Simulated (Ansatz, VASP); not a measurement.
## Cross-check of GeRh between VASP and Ansatz

Wanted: the spread between two codes on one cell, functional and k mesh. The two relaxations start from unlike cells of this crystal (the structure described is Ansatz's start), so only their ends are compared.

Calculated with Ansatz 0.2.0; plane waves, with VASP 6.6.1 beside it; relaxation of cell and atoms at BLYP.

### 1. Set-up

It takes space group Pnma (No. 62, orthorhombic). The conventional cell has a = 5.700 Å, b = 3.250 Å, c = 6.480 Å, α = 90.00°, β = 90.00°, γ = 90.00°. Nearest to Ge lie 6 Rh at 2.49 to 2.57 Å. Nearest to Rh lie 6 Ge at 2.49 to 2.57 Å. Farther neighbours are not listed.

### 2. Ansatz: relaxation of cell and atoms, BLYP

Ansatz runs on its default PAW (the set named soft_2) files.

The relaxed volume is the usual yardstick between codes: in a stiff, nearly cubic crystal its relative difference is about their pressure difference at one cell divided by the bulk modulus.

Contents of input.yaml:

```yaml
crystal:
  lattice:
    - [5.7, 0.0, 0.0]
    - [0.0, 3.25, 0.0]
    - [0.0, 0.0, 6.48]
  atoms:
    - { symbol: Ge, position: [0.809, 0.75, 0.564] }
    - { symbol: Ge, position: [0.191, 0.25, 0.436] }
    - { symbol: Ge, position: [0.691, 0.25, 0.064] }
    - { symbol: Ge, position: [0.309, 0.75, 0.936] }
    - { symbol: Rh, position: [0.993, 0.75, 0.202] }
    - { symbol: Rh, position: [0.007, 0.25, 0.798] }
    - { symbol: Rh, position: [0.507, 0.25, 0.702] }
    - { symbol: Rh, position: [0.493, 0.75, 0.298] }
kpoints:
  mp_grid: { grid: [6, 8, 4] }
hamiltonian:
  xc: blyp
scf:
  occupations: { method: methfessel_paxton, width: 0.25 }
output:
  forces: true
  stress: true
  eigenvalues: true
relax:
  adjacent_minimum: "off"
  f_tol: 0.005
  max_steps: 60
  cell: { stress_tol: 0.03 }
```

Command:

```sh
> ansatz run input.yaml --threads 8 --pin off --max-ram 16384MiB --backend cpu --events-out ev --progress --plain --runs-dir out
```

Numbers of over 12 decimals in the logs are rounded to 6 here.

What it wrote:

```text
Engine: ansatz 0.2.0, aarch64-unknown-linux-gnu
Pseudopotentials: kind: paw
Pseudopotential: Ge, paw, valence charge 14, recommended cutoff 420 eV (normal), Ge.paw.azcp
Pseudopotential: Rh, paw, valence charge 17, recommended cutoff 420 eV (normal), Rh.paw.azcp
Functional definition: BLYP
  parameter beta = 0.0042
  parameter a = 0.04918
  parameter b = 0.132
  parameter c = 0.2533
  parameter d = 0.349
  exchange = b88_x(beta = beta)
  correlation = lyp_c(a = a, b = b, c = c, d = d)
Crystal: 8 atoms, lattice volume = 120.042 Å³
Basis set: ecut = 420 eV, 2353 PW (Γ), exchange–correlation on 80×48×90 points (8 copies of the dense FFT grid, shifted against one another)
Bands: 75, of which v1, the nominal top of the filled ones, is band 62 counted from 1 (61 counted from 0)
Symmetry: 8 space group operations
Space group: Pnma (ITA 62), of the structure as read, at distance tolerance 4.9e-5 Å
k-points: 60 of 192
Non-local potential: Ge, projectors of the file, l = 0: 2, l = 1: 2, l = 2: 3, l = 3: 1
Non-local potential: Rh, projectors of the file, l = 0: 3, l = 1: 2, l = 2: 2, l = 3: 1
PAW form: soft (Blöchl's): semilocal exchange-correlation on the pseudo side does not see the compensation charge
PAW frozen core: Ge, regenerated for the run's functional, and the local potential with it (the file was generated under x = pbe(κ = 0.804, μ = 0.219515), c = pbe(β = 0.066725))
PAW frozen core: Rh, regenerated for the run's functional, and the local potential with it (the file was generated under x = pbe(κ = 0.804, μ = 0.219515), c = pbe(β = 0.066725))
PAW one-centre angular grid: Ge, 590 points (default); XC on 64 Gauss nodes
PAW one-centre angular grid: Rh, 590 points (default); XC on 64 Gauss nodes
Initial density: superposition of atomic densities (neutral atoms: chi_scale 0, normalization atom), corrected by the library's trained network
Initial wavefunctions: pseudopotential atomic-orbital guess
Functional: x = b88, c = lyp
SCF iter   1: F=—  HF=-42892.172146 eV  |F-HF|=—  |Δ(HF+E_count)|=         —  Δρ=1.35e-2  dr2=2.28e-1  ethr=1.77e-3  ⟨swp⟩=5.0  Hψ=14615  notcnv=0
preconditioner: auto → Kerker (q_TF=auto, 2.743 Å⁻¹)  [metal: Δε(μ)=0.011 eV  Ē_g=17.284 eV  σ=0.250 eV  W_gap=0.04  n_scr=42 (ndim 8)  ℏωp=32.5 eV  f_vac=0.000  D(μ)=3.84/eV (n_scr^D=26)]
SCF iter   2: F=—  HF=-42892.142786 eV  |F-HF|=—  |Δ(HF+E_count)|=   2.94e-2  S|Δr|=    0.00e0  Δρ=6.84e-3  dr2=6.11e-2  ethr=1.84e-4  ⟨swp⟩=1.1  Hψ=5225  notcnv=0
SCF iter   3: F=—  HF=-42892.132690 eV  |F-HF|=—  |Δ(HF+E_count)|=   1.01e-2  S|Δr|=    0.00e0  Δρ=1.69e-3  dr2=3.76e-3  ethr=4.93e-5  ⟨swp⟩=2.0  Hψ=5360  notcnv=0
SCF iter   4: F=—  HF=-42892.132576 eV  |F-HF|=—  |Δ(HF+E_count)|=   1.14e-4  S|Δr|=    0.00e0  Δρ=6.73e-4  dr2=5.23e-4  ethr=3.03e-6  ⟨swp⟩=2.2  Hψ=5983  notcnv=0
SCF iter   5: F=—  HF=-42892.132192 eV  |F-HF|=—  |Δ(HF+E_count)|=   3.84e-4  S|Δr|=    0.00e0  Δρ=2.84e-4  dr2=9.70e-5  ethr=4.22e-7  ⟨swp⟩=2.0  Hψ=6712  notcnv=0
SCF iter   6: F=—  HF=-42892.132245 eV  |F-HF|=—  |Δ(HF+E_count)|=   5.27e-5  S|Δr|=    0.00e0  Δρ=7.29e-5  dr2=4.78e-6  ethr=7.83e-8  ⟨swp⟩=2.3  Hψ=6745  notcnv=0
SCF iter   7: F=—  HF=-42892.132248 eV  |F-HF|=—  |Δ(HF+E_count)|=   3.03e-6  S|Δr|=    0.00e0  Δρ=2.43e-5  dr2=5.88e-7  ethr=3.85e-9  ⟨swp⟩=2.0  Hψ=7125  notcnv=0
SCF iter   8: F=-42892.132248 eV  HF=-42892.132248 eV  |F-HF|=3.86e-9  |Δ(HF+E_count)|=   2.10e-7  S|Δr|=    0.00e0  Δρ=4.63e-6  dr2=2.25e-8  ethr=8.06e-11  ⟨swp⟩=8.7  Hψ=17263  notcnv=0
SCF 1 converged in 8 iterations: F = -42892.132248 eV  dr2 = 2.25e-8
  greatest PAW one-centre occupation: 1.000 electrons in one spin orbital (limit 2), on the Rh atom at site 7 (counted from 0), in its partial waves of l = 0
relax step   1: F+E_penalty+E_count = -42892.13224795 eV  Δ(F+E_penalty+E_count) = +0.000e0 eV  max|allowed force component| = 1.243e-1 eV/Å  Δτ_max = 0.0000 Å  P = +14.528 GPa  Ω = 120.042 Å³  (8 SCF iters, dr2 threshold 1.00e-7 eV, accepted)
[...]
relax step  11: F+E_penalty+E_count = -42892.74367949 eV  Δ(F+E_penalty+E_count) = -1.763e-4 eV  max|allowed force component| = 2.027e-3 eV/Å  Δτ_max = 0.0049 Å  P = +0.023 GPa  Ω = 133.220 Å³  energy of the carried Pulay correction = -1.391e-4 eV  (7 SCF iters, dr2 threshold 3.41e-8 eV, accepted)
[...]
relax step  12: F+E_penalty+E_count = -42892.74380534 eV  Δ(F+E_penalty+E_count) = -1.258e-4 eV  max|allowed force component| = 2.033e-3 eV/Å  Δτ_max = 0.0000 Å  P = +0.021 GPa  Ω = 133.220 Å³  stress off target by 2.63e-2 GPa  SCF on the basis re-selected at this cell (its energy is not comparable with the rows above)  (6 SCF iters)
basis re-selected at this cell: Δ(F+E_penalty+E_count) = -1.258e-4 eV, ΔP = -0.002 GPa vs the last step (what re-selecting the basis moved, of the pressure what is left beyond the Pulay correction that the steps carried, after the strain that the cell walked since its last selection, with what the two solves' SCF thresholds leave and, on support functions, any second-order correction that the steps lacked; it is no m [...]
SCF converged after 6 iterations
Stability not checked: this state was not tested for a lower state beside it, because cold or Methfessel-Paxton smearing, or corrected tetrahedra, fill the levels in a way that the test cannot read (fill_not_monotonic; see scf.lower_state_search)
Free energy (F): -42892.743805 eV
Harris-Foulkes:  -42892.743805 eV  (|F-HF|=1.46e-11)
Internal energy: -42892.747222 eV  (E = F + TS)
E sigma→0 (E₀):  -42892.744659 eV
Entropy (-TS):   0.003416 eV (0.427 meV/atom)
Fermi energy:    15.332259 eV
Step filling:    the computed levels leave a gap of 0.0012 eV = 0.0 smearing widths at the electron count; against every level under it full and every level over it empty, smearing changes F+E_penalty+E_count by -0.167 meV and its σ→0 estimate by -1.021 meV
--- Per-component energies (eV) ---
  E_band       = -982.346136
  E_kinetic    = 2748.776543
  E_local      = -16078.430212  (includes V_loc(G=0)·N_el)
  E_nonlocal   = 3080.076242
  E_hartree    = 6474.830447
  E_xc         = -1173.252406
  E_vxc        = -1347.598554  (∫ρ·V_xc dr)
  E_paw        = -22548.218871  (= ΣΔE_a)
  E_vpaw       = -2334.835648  (= ΣTr[D̂ρ^β])
  E_aug_tail   = 0.004416  (compensation charges beyond the density's cutoff)
  E_ewald      = -15397.328339
  E_core_change = 0.794959  (= ΣΔE_core)
  E_smearing   = 0.003416  (= −TS)
  E_closure    = -0.000000  (closes the sum)
  Σ components = -42892.743805   (vs F -42892.743805, Δ=0.00e0)
--- Forces (eV/Å), atoms counted from 1 ---
  atom   1  Ge    -0.00111488    -0.00000000     0.00058204
  atom   2  Ge     0.00111488     0.00000000    -0.00058204
  atom   3  Ge     0.00111488    -0.00000000     0.00058204
  atom   4  Ge    -0.00111488     0.00000000    -0.00058204
  atom   5  Rh     0.00071413    -0.00000000    -0.00203271
  atom   6  Rh    -0.00071413     0.00000000     0.00203271
  atom   7  Rh    -0.00071413    -0.00000000    -0.00203271
  atom   8  Rh     0.00071413     0.00000000     0.00203271
  max |Σ_I F_I| component: 1.73e-18 eV/Å
--- Stress (GPa, compression-positive) ---
        0.016498      -0.000000      -0.000000
       -0.000000       0.021461       0.000000
       -0.000000       0.000000       0.026300
  P = ⅓ Tr σ = 0.0214 GPa (0.214 kbar)
--- Band table (eV; the first three rows and the last of 60) ---
  k-point 0: bands = [... 58 lower, 14.1666, 14.3132, 14.4250, 14.9041, 15.8868, 16.2604, 17.2269, 18.1261, ... 9 higher]
  k-point 1: bands = [... 58 lower, 14.4045, 14.4284, 14.6280, 14.9985, 16.3068, 16.5496, 17.6088, 17.6248, ... 9 higher]
  k-point 2: bands = [... 58 lower, 14.3514, 14.3514, 15.0960, 15.0960, 16.5963, 16.5963, 17.7457, 17.7457, ... 9 higher]
  k-point 59: bands = [... 58 lower, 14.1964, 14.1964, 14.7450, 14.7450, 14.7450, 14.7450, 18.5218, 18.5218, ... 9 higher]
--- Relaxed structure (10 steps of the walk, 10 accepted, 2 SCFs on fresh bases) ---
  F+E_penalty+E_count = -42892.74380534 eV   max|allowed force component| = 2.033e-3 eV/Å   (the final SCF, on the basis selected at the relaxed cell)
  cell:  # Å, volume = 133.2199 Å³
    - [5.733006, 0.0, 0.0]
    - [0.0, 3.584238, 0.0]
    - [0.0, 0.0, 6.483208]
  atoms:
    - { symbol: Ge, position: [0.796862, 0.750000, 0.575900] }
    - { symbol: Ge, position: [0.203138, 0.25, 0.424100] }
    - { symbol: Ge, position: [0.703138, 0.25, 0.075900] }
    - { symbol: Ge, position: [0.296862, 0.750000, 0.924100] }
    - { symbol: Rh, position: [0.998542, 0.750000, 0.212015] }
    - { symbol: Rh, position: [0.00145787, 0.25, 0.787985] }
    - { symbol: Rh, position: [0.501458, 0.25, 0.712015] }
    - { symbol: Rh, position: [0.498542, 0.750000, 0.287985] }
```

(Continued in part 2 of 2.)

[Lines on the potential files, build, host, timing and source positions are cut from VASP's logs without a mark.]

[Logs are printed without paths, hosts, clocks, repeated set-up lines and the standing remarks that a program may print on its own settings, such as how far it seeks lower states.]

[Hosts, paths, dates, database ids (printed as entryN), source tags and the programs' standing remarks are cut or masked in the printed files.]
